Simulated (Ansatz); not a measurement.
# CaO (Fm-3m) in Ansatz: band structure with HSE06

Aim: the band structure of CaO with HSE06.

All numbers are computed with Ansatz 0.2.0; they aren't measurements. Logs are shortened: lines on timing, memory, paths and dates and some standing lists are left out, and cuts for length are marked.

## (1) The crystal as given

Symmetry: Fm-3m, No. 225, cubic system. The conventional cell has a = 4.807 Å, b = 4.807 Å, c = 4.807 Å, α = 90.00°, β = 90.00°, γ = 90.00°. Ca (site symmetry m-3m) has 6 O at 2.40 Å as nearest neighbours. O (site symmetry m-3m) has 6 Ca at 2.40 Å as nearest neighbours.

The cell is a database's computed one.

## (2) Band structure, HSE06

File input.yaml:

```yaml
crystal:
  lattice:
    - [0.0, 2.403555696, 2.403555696]
    - [2.403555696, 0.0, 2.403555696]
    - [2.403555696, 2.403555696, 0.0]
  atoms:
    - { symbol: Ca, position: [0.0, 0.0, 0.0] }
    - { symbol: O, position: [0.5, 0.5, 0.5] }
hamiltonian:
  xc: hse06
  pseudopotentials: { kind: paw }
kpoints:
  mp_grid: { grid: [5, 5, 5] }
  band_path:
    path:
      - [[0.0, 0.0, 0.0], [0.5, 0.0, 0.5], [0.5, 0.25, 0.75], [0.375, 0.375, 0.75], [0.0, 0.0, 0.0], [0.5, 0.5, 0.5], [0.625, 0.25, 0.625], [0.5, 0.25, 0.75], [0.5, 0.5, 0.5], [0.375, 0.375, 0.75]]
      - [[0.625, 0.25, 0.625], [0.5, 0.0, 0.5]]
    npoints: 4
scf:
  occupations: { method: fermi_dirac, width: 0.05 }
  n_extra_bands: 6
output:
  forces: true
  stress: true
  eigenvalues: true
  fatbands: false
  write_density: true
  write_potential: true
  elf: true
  volumetric_format: npy
```

Potentials or basis: Ansatz PAW.

Started as:

```sh
$ ansatz run input.yaml --threads 2 --pin off --max-ram 5632MiB --backend cpu --events-out ev --progress --plain --runs-dir out
```

Standard output:

```text
Warning: output.stress: scf.convergence.dr2_threshold = 1e-7 eV (the SCF's general default) is looser than the 2e-10 eV advised for a printed stress (1e-10 eV for each atom of the cell: 2). What an SCF threshold leaves in a stress goes as its square root, and in the free energy as the threshold itself, and one threshold admits the most on a small cell: of the crystals measured, under no hybrid functional and no lock of the moments, on runs that ended without the residual-converged pass, on stresses that held no estimate of that error, the worst erred by over 100 MPa in a component at 1e-7 eV an atom and by under 5 at 1e-10. Set scf.convergence.dr2_threshold to 2e-10 eV or tighter. The threshold is an SCF's pass mark: one that does not reach it within its budget of iterations ends unconverged, or closes short of it on a stop that the run arms, and scf.convergence.dr2_threshold's page says what that costs each kind of run
Warning: output.stress: scf.exx.energy_threshold = 1e-6 eV is looser than the 2e-8 eV advised for a stress under a hybrid functional (1e-8 eV for each atom of the cell: 2). Every SCF of the exchange loop can meet its threshold on dr2 while the loop round them stops early: no threshold on dr2 bounds what that leaves in the stress. Set scf.exx.energy_threshold to 2e-8 eV or tighter. The threshold is the loop's pass mark: a loop that does not reach it within its budget of cycles ends unconverged, and scf.exx.energy_threshold's page has the law
Warning: RAYON_NUM_THREADS=2 ignored (pool sized by the plan → 2); use --threads N
scf.n_extra_bands = 6 over 8 filled bands (N_el = 16.0): the run solves 14 bands
Engine: ansatz 0.2.0, aarch64-unknown-linux-gnu
Pseudopotentials: kind: paw
Pseudopotential: Ca, paw, valence charge 10, recommended cutoff 420 eV (normal), Ca.paw.azcp
Pseudopotential: O, paw, valence charge 6, recommended cutoff 420 eV (normal), O.paw.azcp
Functional definition: HSE06
  parameter a = 0.25
  parameter omega = 0.11/bohr
  exchange = pbe_x - a*pbe_x_sr(omega) + a*exact_x_sr(omega)
  correlation = pbe_c
Crystal: 2 atoms, lattice volume = 27.771 Å³
Basis set: ecut = 420 eV, 537 PW (Γ), exchange–correlation on 48×48×48 points (8 copies of the dense FFT grid, shifted against one another)
Bands: 14, of which v1, the nominal top of the filled ones, is band 8 counted from 1 (7 counted from 0)
Symmetry: 48 space group operations
Space group: Fm-3m (ITA 225), of the structure as read, at distance tolerance 3.0e-5 Å
k-points: 10 of 125
Non-local potential: Ca, projectors of the file, l = 0: 3, l = 1: 2, l = 2: 2
Non-local potential: O, projectors of the file, l = 0: 2, l = 1: 2, l = 2: 1
PAW form: soft (Blöchl's): semilocal exchange-correlation on the pseudo side does not see the compensation charge
PAW frozen core: Ca, regenerated for the run's functional, and the local potential with it (the file was generated under x = pbe(κ = 0.804, μ = 0.2195149727645171), c = pbe(β = 0.06672455060314922))
PAW frozen core: O, regenerated for the run's functional, and the local potential with it (the file was generated under x = pbe(κ = 0.804, μ = 0.2195149727645171), c = pbe(β = 0.06672455060314922))
PAW one-centre angular grid: Ca, 110 points (default); XC on 64 Gauss nodes
PAW one-centre angular grid: O, 110 points (default); XC on 96 Gauss nodes
Initial density: superposition of atomic densities (neutral atoms: chi_scale 0, normalization atom), corrected by the library's trained network
Initial wavefunctions: pseudopotential atomic-orbital guess
Functional: x = pbe(κ = 0.804, μ = 0.2195149727645171), c = pbe(β = 0.06672455060314922), warm-up for x = pbe(κ = 0.804, μ = 0.2195149727645171) + 0.25 (exact − pbe) at short range (hse, ω = 0.20786987370883472 Å⁻¹), c = pbe(β = 0.06672455060314922); HSE06 as pw.x's `hse` composes it (authors' and Libxc's form: `xc: wpbeh`)
SCF iter   1: F=—  HF=-2387.720846 eV  |F-HF|=—  |Δ(HF+E_count)|=         —  Δρ=6.03e-4  dr2=5.01e-5  ethr=1.77e-3  ⟨swp⟩=2.0  Hψ=981  notcnv=0
preconditioner: auto → none  [insulator: Δε(μ)=3.833 eV  Ē_g=19.058 eV  σ=0.050 eV  W_gap=1.00  n_scr=8 (ndim 8)  ℏωp=26.4 eV  f_vac=0.000  D(μ)=0.00/eV (n_scr^D=0)]
SCF iter   2: F=-2387.721056 eV  HF=-2387.721002 eV  |F-HF|=5.40e-5  |Δ(HF+E_count)|=   1.56e-4  Δρ=2.61e-4  dr2=8.18e-6  ethr=3.13e-7  ⟨swp⟩=3.2  Hψ=322  notcnv=0
SCF 1 stopped early in 2 iterations: F = -2387.721056 eV  dr2 = 8.18e-6
Initial density: handed on by an earlier stage of this run
Initial wavefunctions: those handed on with the density
Functional: x = pbe(κ = 0.804, μ = 0.2195149727645171) + 0.25 (exact − pbe) at short range (hse, ω = 0.20786987370883472 Å⁻¹), c = pbe(β = 0.06672455060314922); HSE06 as pw.x's `hse` composes it (authors' and Libxc's form: `xc: wpbeh`)
Exchange kernel: α = 0.2500, screened, ω = 0.2079 Å⁻¹, Wigner–Seitz truncation, v(0) = 1034.1511 eV·Å³, q-mesh 5×5×5, nearest image of the exchange supercell L = 17.00 Å, pair-density grid 15×15×15, without the augmentation charges, whose exchange is taken in its separable form by FFT convolution over the k-point mesh (sized by the pseudopotential files, 20×20×20 at the most), smooth part of the exact exchange by density-matrix convolution
Frozen-core exchange: fock
SCF iter   1: F=—  HF=-2388.315275 eV  |F-HF|=—  |Δ(HF+E_count)|=         —  Δρ=9.87e-3  dr2=4.45e-2  ethr=5.11e-7  ⟨swp⟩=6.2  Hψ=706  notcnv=0
preconditioner: auto → none  [insulator: Δε(μ)=5.722 eV  Ē_g=21.938 eV  σ=0.050 eV  W_gap=1.00  n_scr=8 (ndim 8)  ℏωp=26.4 eV  f_vac=0.000  D(μ)=0.00/eV (n_scr^D=0)]
SCF iter   2: F=—  HF=-2388.305192 eV  |F-HF|=—  |Δ(HF+E_count)|=   1.01e-2  Δρ=9.68e-3  dr2=1.81e-2  ethr=5.11e-7  ⟨swp⟩=5.0  Hψ=516  notcnv=0
SCF iter   3: F=—  HF=-2388.301308 eV  |F-HF|=—  |Δ(HF+E_count)|=   3.88e-3  Δρ=2.33e-3  dr2=1.76e-3  ethr=5.11e-7  ⟨swp⟩=4.5  Hψ=417  notcnv=0
SCF iter   4: F=—  HF=-2388.306508 eV  |F-HF|=—  |Δ(HF+E_count)|=   5.20e-3  Δρ=1.01e-3  dr2=4.03e-4  ethr=5.11e-7  ⟨swp⟩=4.0  Hψ=371  notcnv=0
iter 5 solved again at ethr=3.89e-8 eV; its pass at ethr=5.11e-7 eV (dr2=6.22e-6 eV) is discarded
SCF iter   5: F=—  HF=-2388.306392 eV  |F-HF|=—  |Δ(HF+E_count)|=   1.16e-4  Δρ=1.74e-4  dr2=8.84e-6  ethr=3.89e-8  ⟨swp⟩=2.1  Hψ=504  notcnv=0
SCF iter   6: F=-2388.306390 eV  HF=-2388.306391 eV  |F-HF|=7.82e-7  |Δ(HF+E_count)|=   6.33e-7  Δρ=2.92e-5  dr2=2.76e-6  ethr=3.86e-8  ⟨swp⟩=2.0  Hψ=222  notcnv=0
SCF 2 stopped early in 6 iterations: F = -2388.306390 eV  dr2 = 2.76e-6
hybrid outer 1: dexx = +6.154e-3 eV, tail = 1.52e-5 eV
Exchange kernel: α = 0.2500, screened, ω = 0.2079 Å⁻¹, Wigner–Seitz truncation, v(0) = 1034.1511 eV·Å³, q-mesh 5×5×5, nearest image of the exchange supercell L = 17.00 Å, pair-density grid 15×15×15, without the augmentation charges, whose exchange is taken in its separable form by FFT convolution over the k-point mesh (sized by the pseudopotential files, 20×20×20 at the most), smooth part of the exact exchange by density-matrix convolution
Frozen-core exchange: fock
SCF iter   1: F=—  HF=-2388.306444 eV  |F-HF|=—  |Δ(HF+E_count)|=         —  Δρ=1.41e-4  dr2=2.90e-6  ethr=4.75e-7  ⟨swp⟩=3.8  Hψ=377  notcnv=0
preconditioner: auto → none  [insulator: Δε(μ)=5.508 eV  Ē_g=21.859 eV  σ=0.050 eV  W_gap=1.00  n_scr=8 (ndim 8)  ℏωp=26.4 eV  f_vac=0.000  D(μ)=0.00/eV (n_scr^D=0)]
SCF iter   2: F=—  HF=-2388.306443 eV  |F-HF|=—  |Δ(HF+E_count)|=   8.76e-7  Δρ=1.15e-5  dr2=2.95e-8  ethr=1.78e-8  ⟨swp⟩=3.0  Hψ=254  notcnv=0
SCF iter   3: F=—  HF=-2388.306444 eV  |F-HF|=—  |Δ(HF+E_count)|=   3.04e-7  Δρ=1.09e-5  dr2=1.89e-8  ethr=4.72e-11  ⟨swp⟩=4.0  Hψ=428  notcnv=0
SCF iter   4: F=-2388.306444 eV  HF=-2388.306444 eV  |F-HF|=3.41e-11  |Δ(HF+E_count)|=   4.29e-9  Δρ=3.23e-7  dr2=2.12e-10  ethr=4.72e-11  ⟨swp⟩=3.0  Hψ=262  notcnv=0
SCF 3 converged in 4 iterations: F = -2388.306444 eV  dr2 = 2.12e-10
  Residual-converged pass: ⟨swp⟩=2.3  Hψ=222  notcnv=0  max |occ|·‖R‖ = 2.1e-6 eV (tolerance 2.4e-6 eV)  dr2=2.12e-10  dr2_onsite=1.15e-11  max |Δocc| = 0.0e0
hybrid outer 2: dexx = +3.715e-7 eV, tail = 3.90e-9 eV, Δε = 1.25e-3 eV (about 2.37e-5 eV left of the loop's levels)
NSCF: frozen V_eff on 42 k-points
hybrid SCF converged: 2 outer / 10 inner (+2 warm-up), last move |dexx| = 3.71e-7 eV, tail = 3.90e-9 eV
Stability not checked: this state was not tested for a lower state beside it, because the functional holds exact exchange (a hybrid, or Hartree-Fock), whose exchange loop this test does not read (fock_operator; see scf.lower_state_search)
Free energy (F): -2388.306444 eV
Frozen-core exchange: fock
Harris-Foulkes:  -2388.306444 eV  (|F-HF|=3.41e-11)
Internal energy: -2388.306444 eV  (E = F + TS)
E sigma→0 (E₀):  -2388.306444 eV
Fermi energy:    9.362962 eV
--- Per-component energies (eV) ---
  E_band       = -133.083200
  E_kinetic    = 457.114367
  E_local      = -890.828066  (includes V_loc(G=0)·N_el)
  E_nonlocal   = 109.953279
  E_hartree    = 295.851961
  E_xc         = -170.623433
  E_vxc        = -212.937678  (∫ρ·V_xc dr)
  E_exx        = -48.310315  (= α·E_x^exact, valence–valence)
  E_paw        = -1011.525623  (= ΣΔE_a)
  E_vpaw       = -91.470587  (= ΣTr[D̂ρ^β])
  E_aug_tail   = 0.002408  (compensation charges beyond the density's cutoff)
  E_ewald      = -1129.762138
  E_core_change = -0.178885  (= ΣΔE_core)
  E_smearing   = -0.000000  (= −TS)
  E_closure    = 0.000001  (closes the sum)
  Σ components = -2388.306444   (vs F -2388.306444, Δ=-4.55e-13)
--- Forces (eV/Å), atoms counted from 1 ---
  atom   1  Ca    -0.00000000     0.00000000    -0.00000000
  atom   2  O      0.00000000    -0.00000000     0.00000000
  max |Σ_I F_I| component: 1.37e-29 eV/Å
--- Stress (GPa, compression-positive) ---
       -0.632268       0.000000      -0.000000
        0.000000      -0.632268      -0.000000
       -0.000000      -0.000000      -0.632268
  P = ⅓ Tr σ = -0.6323 GPa (-6.323 kbar)
--- Band table (eV; the first three rows and the last of 10) ---
  k-point 0: bands = ["-33.5757", "-12.8637", "-12.8637", "-12.8637", "-10.3956", "6.6247", "6.6247", "6.6247", "12.8665", "14.8153", "14.8153", "14.8153", "16.4355", "16.4355"]
  k-point 1: bands = ["-33.5396", "-13.4125", "-12.8809", "-12.8809", "-9.8118", "5.4550", "6.1432", "6.1432", "14.3886", "14.7816", "15.5225", "15.5225", "17.3711", "17.3711"]
  k-point 2: bands = ["-33.4805", "-14.0472", "-12.9083", "-12.9083", "-9.1130", "4.0396", "5.4802", "5.4802", "15.3646", "16.4957", "16.9248", "16.9248", "19.0750", "19.0750"]
  k-point 9: bands = ["-33.4464", "-13.6190", "-13.2105", "-13.1045", "-9.5902", "4.9087", "5.5178", "5.6682", "14.0802", "15.8129", "17.2617", "18.1563", "18.8831", "21.2470"]
```

Wall time 40 s (2 threads of Arm Neoverse V2, shared host); peak memory 0.51 GiB.

Results:

```
Free energy             : -2388.3064 eV
Pressure                : -0.6 GPa
Band gap on the k mesh  : 5.51 eV, indirect (least direct gap 5.93 eV)
Band gap along the path : 5.31 eV, indirect (least direct gap 5.73 eV)
```

Levels at the corners of the path, in eV from the valence-band top:
| point | band 6 | band 7 | band 8 | band 9 | band 10 | band 11 |
| --- | --- | --- | --- | --- | --- | --- |
| Γ | 0.00 | 0.00 | 0.00 | 6.24 | 8.19 | 8.19 |
| X | -1.44 | -0.42 | -0.42 | 5.31 | 10.14 | 11.13 |
| W | -1.37 | -1.14 | -1.14 | 8.19 | 8.19 | 10.55 |
| K | -1.42 | -1.32 | -0.83 | 6.90 | 10.04 | 10.73 |
| Γ | 0.00 | 0.00 | 0.00 | 6.24 | 8.19 | 8.19 |
| L | -2.80 | -1.25 | -1.25 | 9.04 | 10.06 | 10.59 |
| U | -1.42 | -1.32 | -0.83 | 6.90 | 10.04 | 10.73 |
| W | -1.37 | -1.14 | -1.14 | 8.19 | 8.19 | 10.55 |
| L | -2.80 | -1.25 | -1.25 | 9.04 | 10.06 | 10.59 |
| K | -1.42 | -1.32 | -0.83 | 6.90 | 10.04 | 10.73 |
| U | -1.42 | -1.32 | -0.83 | 6.90 | 10.04 | 10.73 |
| X | -1.44 | -0.42 | -0.42 | 5.31 | 10.14 | 11.13 |

Caveat: the k mesh is coarse (spacing up to 0.45 Å⁻¹), so the values aren't converged, least of all with exact exchange; the k mesh misses the band edges, so the gap on the mesh is wider than the one along the path; the PAW data sets come from PBE, with cores solved anew for the run's functional, which leaves a small shift of forces and pressure; the thresholds are loose for stress.
